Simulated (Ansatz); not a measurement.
# WC: how well frozen cores do, part 1 of 2

The same cell of WC is computed with full-potential LAPW, frozen-core PAW and all-electron PAW on datasets made for the crystal, to set the results side by side.

Method: DFT PBEsol, scalar-relativistic, in Ansatz 0.2.0.

### Step 1. The starting structure

The structure is hexagonal, space group P-6m2 (No. 187). The conventional cell has a = 2.901 Å, b = 2.901 Å, c = 2.829 Å, α = 90.00°, β = 90.00°, γ = 120.00°. W (site symmetry -6m2) is surrounded by 6 C at 2.19 Å. C (site symmetry -6m2) has 6 W at 2.19 Å as nearest neighbours.

Coordinates:

```
CELL_PARAMETERS angstrom
2.90050 0.00000 0.00000
-1.45025 2.51191 0.00000
0.00000 0.00000 2.82900
ATOMIC_POSITIONS crystal
W 0.00000 0.00000 0.00000
C 0.66667 0.33333 0.50000
```

The structure is an experimental refinement, used without relaxation.

Atoms are numbered in the order of the input: W1, C2.

### Step 2. Full-potential LAPW

input.yaml reads:

```yaml
crystal:
  lattice:
    - [2.900501436, 0.0, 0.0]
    - [-1.450250718, 2.5119079273, 0.0]
    - [0.0, 0.0, 2.829]
  atoms:
    - { symbol: W, position: [0.0, 0.0, 0.0] }
    - { symbol: C, position: [0.6666666667, 0.3333333333, 0.5] }
kpoints:
  mp_grid: { grid: [14, 14, 13] }
  band_path:
    path:
      - [0.0, 0.0, 0.0]
      - [0.5, 0.0, 0.0]
      - [0.3333333333, 0.3333333333, 0.0]
      - [0.0, 0.0, 0.0]
      - [0.0, 0.0, 0.5]
      - [0.5, 0.0, 0.5]
      - [0.3333333333, 0.3333333333, 0.5]
      - [0.0, 0.0, 0.5]
      - [0.5, 0.0, 0.5]
    npoints: 14
scf:
  occupations: { method: fermi_dirac, width: 0.05 }
hamiltonian:
  xc: pbesol
  pseudopotentials: { kind: all_electron, lapw: { basis_error: 0.0005 } }
output:
  forces: true
  stress: true
  eigenvalues: true
  populations: true
  dos: { projected: true, de: 0.2, e_range: [-14, 8] }
```

Command:

```sh
ansatz run input.yaml --threads 1 --pin off --max-ram 3072MiB --backend cpu --events-out ev --progress --plain --runs-dir out
```

The program printed:

```text
W: projections on atomic orbitals take those of the free atom 1s2 2s2 2p6 3s2 3p6 3d10 4s2 4p6 4d10 4f14 5s2 5p6 5d4 6s2, of charge +0.00 (hamiltonian.pseudopotentials.projection_atoms)
C: projections on atomic orbitals take those of the free atom 1s2 2s2 2p2, of charge +0.00 (hamiltonian.pseudopotentials.projection_atoms)
LAPW: plane waves up to 9.780 Å⁻¹, error target 5.0e-4 eV per atom; small_component_spin mean_spin; C in spheres of 0.905 Å, 6 of its electrons in bands, Dirac shells []; W in spheres of 1.287 Å, 44 of its electrons in bands, Dirac shells []
Engine: ansatz 0.2.0
Pseudopotentials: kind: all_electron
Pseudopotential: W, LAPW, valence charge 44, Koelling and Harmon's equation, gaussian nucleus
Pseudopotential: C, LAPW, valence charge 6, Koelling and Harmon's equation, gaussian nucleus
Functional definition: PBEsol
  exchange = pbesol_x
  correlation = pbesol_c
Crystal: 2 atoms, lattice volume = 20.612 Å³
Basis set: ecut = 364.4472889548098 eV, 327 PW (Γ), exchange–correlation at level 2
Bands: 30, of which v1, the nominal top of the filled ones, is band 25 counted from 1 (24 counted from 0)
Symmetry: 12 space group operations
Space group: P-6m2 (ITA 187), of the structure as read, at distance tolerance 2.7e-5 Å
k-points: 168 of 2548 (time reversal used)
Non-local potential: W, projectors of the file, none
Non-local potential: C, projectors of the file, none
Initial density: superposition of atomic densities (chi_scale 0.1, normalization cell, long waves kept (reshape's long-wave potential 0.00 eV rms))
Initial wavefunctions: plane waves of lowest kinetic energy (no species holds an atomic orbital)
Functional: x = pbesol(κ = 0.804, μ = 0.12345679012345678), c = pbesol(β = 0.046)
iter 1 solved again at ethr=7.58e-3 eV; its pass at ethr=1.00e-1 eV (dr2=3.79e0 eV) is discarded
SCF iter   1: F=—  HF=-440108.563844 eV  |F-HF|=—  |Δ(HF+E_count)|=         —  Δρ=1.24e-1  dr2=3.79e0  ethr=7.58e-3  ⟨swp⟩=2.0  Hψ=31225  notcnv=0
preconditioner: auto → none  [metal: Δε(μ)=0.027 eV  Ē_g=27.571 eV  σ=0.050 eV  W_gap=0.13  n_scr=8 (ndim 8)  ℏωp=44.8 eV  f_vac=0.000  D(μ)=0.17/eV (n_scr^D=0)  sad-step TF]
iter 2 solved again at ethr=2.57e-4 eV; its pass at ethr=7.58e-3 eV (dr2=1.29e-1 eV) is discarded
SCF iter   2: F=—  HF=-440107.124697 eV  |F-HF|=—  |Δ(HF+E_count)|=    1.44e0  Δρ=2.59e-2  dr2=1.28e-1  ethr=2.57e-4  ⟨swp⟩=2.0  Hψ=26150  notcnv=0
SCF iter   3: F=—  HF=-440107.081612 eV  |F-HF|=—  |Δ(HF+E_count)|=         —  Δρ=1.17e-2  dr2=1.31e-2  ethr=2.57e-4  ⟨swp⟩=2.2  Hψ=15520  notcnv=0
the basis was enlarged: its passes take 459.3 KiB over the memory plan, 1 of 1 planned eigensolver slots
SCF iter   4: F=—  HF=-440107.080989 eV  |F-HF|=—  |Δ(HF+E_count)|=   6.23e-4  Δρ=3.86e-3  dr2=1.38e-3  ethr=2.62e-5  ⟨swp⟩=2.8  Hψ=15246  notcnv=0
SCF iter   5: F=—  HF=-440107.076886 eV  |F-HF|=—  |Δ(HF+E_count)|=   4.10e-3  Δρ=1.35e-3  dr2=2.29e-4  ethr=2.77e-6  ⟨swp⟩=2.9  Hψ=15162  notcnv=0
SCF iter   6: F=—  HF=-440107.076840 eV  |F-HF|=—  |Δ(HF+E_count)|=   4.61e-5  Δρ=1.08e-4  dr2=1.46e-6  ethr=4.58e-7  ⟨swp⟩=2.0  Hψ=14674  notcnv=0
SCF iter   7: F=—  HF=-440107.076839 eV  |F-HF|=—  |Δ(HF+E_count)|=   4.94e-7  Δρ=2.88e-5  dr2=1.28e-7  ethr=2.91e-9  ⟨swp⟩=3.0  Hψ=15210  notcnv=0
SCF iter   8: F=-440107.076839 eV  HF=-440107.076839 eV  |F-HF|=1.75e-10  |Δ(HF+E_count)|=   1.37e-8  Δρ=3.37e-6  dr2=1.01e-9  ethr=2.56e-10  ⟨swp⟩=2.9  Hψ=15060  notcnv=0
SCF 1 converged in 8 iterations: F = -440107.076839 eV  dr2 = 1.01e-9
NSCF: frozen V_eff on 113 k-points
SCF converged after 8 iterations
Free energy (F): -440107.076839 eV
Harris-Foulkes:  -440107.076839 eV  (|F-HF|=1.75e-10)
Internal energy: -440107.074239 eV  (E = F + TS)
E sigma→0 (E₀):  -440107.075539 eV
Entropy (-TS):   -0.002600 eV (-1.300 meV/atom)
Fermi energy:    25.708341 eV
--- Per-component energies (eV) ---
  E_band       = -4894.467780
  E_kinetic    = 492725.326390
  E_xc         = -8847.431927
  E_electrostatic = -923984.968702  (all electrons and nuclei)
  E_smearing   = -0.002600  (= −TS)
  E_closure    = 0.000000  (closes the sum)
  E_atoms      = -440084.679543  (free atoms, spherical and without spin; not in F)
  Σ components = -440107.076839   (vs F -440107.076839, Δ=0.00e0)
  Basis errors (estimates in eV, not in F): energy 1.8e-4 per atom: plane waves 1.6e-4 (8.9e-5 summed), levels above the bands 2.2e-103, relativity 1.1e-8, radial functions 1.9e-5, core shells 1.8e-7; eigenvalues (radial functions only) 1.2e-6; not estimated: angular momenta, meshes, grids; target (lapw.basis_error) 5.0e-4; muffin-tin radii C 0.905 Å, W 1.287 Å
--- Forces (eV/Å), atoms counted from 1 ---
  atom   1  W     -0.00000000    -0.00000000     0.00000000
  atom   2  C     -0.00000000     0.00000000     0.00000000
  max |Σ_I F_I| component: 9.25e-17 eV/Å
--- Stress (GPa, compression-positive) ---
       -0.725395       0.000000       0.000000
       -0.000000      -0.725395       0.000000
        0.000000       0.000000      -0.526937
  P = ⅓ Tr σ = -0.6592 GPa (-6.592 kbar)
--- Band table (eV; the first three rows and the last of 168) ---
  k-point 0: bands = ["-391.6720", "-391.6720", "-391.6668", "-238.1985", "-206.9635", "-206.9635", "-206.9595", "-206.9595", "-206.9475", "-48.1540", "-12.1761", "-12.0704", "-12.0704", "-2.3470", "-2.3376", "-2.3376", "-2.3278", "-2.3278", "-2.3147", "-2.3027", "11.2396", "21.3458", "22.3455", "22.3455", "25.8342", "28.9701", "28.9701", "31.3920", "31.3920", "32.1500"]
  k-point 1: bands = ["-391.6720", "-391.6720", "-391.6668", "-238.1985", "-206.9635", "-206.9635", "-206.9595", "-206.9595", "-206.9475", "-48.1515", "-12.2224", "-12.0664", "-12.0664", "-2.3469", "-2.3381", "-2.3381", "-2.3267", "-2.3267", "-2.3166", "-2.3027", "11.3869", "21.2791", "22.4121", "22.4121", "25.8099", "28.4606", "28.4606", "31.6948", "31.6948", "32.2617"]
  k-point 2: bands = ["-391.6720", "-391.6720", "-391.6668", "-238.1985", "-206.9635", "-206.9635", "-206.9595", "-206.9595", "-206.9475", "-48.1448", "-12.3493", "-12.0552", "-12.0552", "-2.3467", "-2.3392", "-2.3392", "-2.3239", "-2.3239", "-2.3217", "-2.3026", "11.8128", "20.9750", "22.6043", "22.6043", "25.9258", "27.4927", "27.4927", "31.9924", "31.9924", "32.5657"]
  k-point 167: bands = ["-391.6720", "-391.6720", "-391.6668", "-238.1985", "-206.9635", "-206.9635", "-206.9595", "-206.9595", "-206.9475", "-48.0455", "-12.7370", "-12.6177", "-12.4859", "-2.3415", "-2.3376", "-2.3355", "-2.3302", "-2.3218", "-2.3194", "-2.3158", "14.7747", "18.5278", "20.2609", "23.9813", "25.0443", "30.1803", "32.1777", "33.1660", "35.0256", "35.5733"]
--- Löwdin populations: 2 sites ---
  site symbol       q [e]
     0      W     73.2192
     1      C      6.7021
  spilling = 0.000984 (of n_electrons = 80.000000)
```

Wall time 85 s (1 thread of Arm Neoverse V1, shared host); peak memory 0.55 GiB.

Read from it: pressure -0.66 GPa; no gap.

Levels at the path's labelled points, in eV from the Fermi level:

| point | band 22 | band 23 | band 24 | band 25 | band 26 | band 27 | band 28 |
| --- | --- | --- | --- | --- | --- | --- | --- |
| Γ | -4.36 | -3.36 | -3.36 | 0.13 | 3.26 | 3.26 | 5.68 |
| M | -7.06 | -3.64 | -3.61 | -0.44 | 2.36 | 4.58 | 4.94 |
| K | -6.61 | -4.59 | -3.46 | 0.60 | 1.00 | 2.07 | 3.26 |
| Γ | -4.36 | -3.36 | -3.36 | 0.13 | 3.26 | 3.26 | 5.68 |
| A | -8.70 | -2.03 | -2.03 | -0.60 | -0.60 | 3.72 | 4.55 |
| L | -6.50 | -4.36 | -4.18 | 0.32 | 4.48 | 5.38 | 6.73 |
| H | -7.29 | -5.42 | -1.58 | -0.65 | 4.45 | 6.49 | 7.69 |
| A | -8.70 | -2.03 | -2.03 | -0.60 | -0.60 | 3.72 | 4.55 |
| L | -6.50 | -4.36 | -4.18 | 0.32 | 4.48 | 5.38 | 6.73 |

States per cell in windows of 1 eV (zero at the Fermi level; grid of 0.20 eV, so sharp peaks spill over the borders):

| from | to | total | W 5d | C 2p |
| --- | --- | --- | --- | --- |
| -10 | -9 | 0.00 | 0.00 | 0.00 |
| -9 | -8 | 0.01 | 0.00 | 0.00 |
| -8 | -7 | 0.10 | 0.03 | 0.05 |
| -7 | -6 | 1.35 | 0.58 | 0.62 |
| -6 | -5 | 0.64 | 0.31 | 0.28 |
| -5 | -4 | 1.02 | 0.50 | 0.46 |
| -4 | -3 | 1.49 | 0.75 | 0.65 |
| -3 | -2 | 1.37 | 0.64 | 0.66 |
| -2 | -1 | 1.19 | 0.81 | 0.31 |
| -1 | 0 | 0.82 | 0.56 | 0.20 |
| 0 | 1 | 0.21 | 0.18 | 0.02 |
| 1 | 2 | 0.48 | 0.43 | 0.03 |
| 2 | 3 | 0.75 | 0.62 | 0.09 |
| 3 | 4 | 1.01 | 0.67 | 0.24 |
| 4 | 5 | 1.47 | 1.04 | 0.27 |

(Continued in part 2 of 2.)
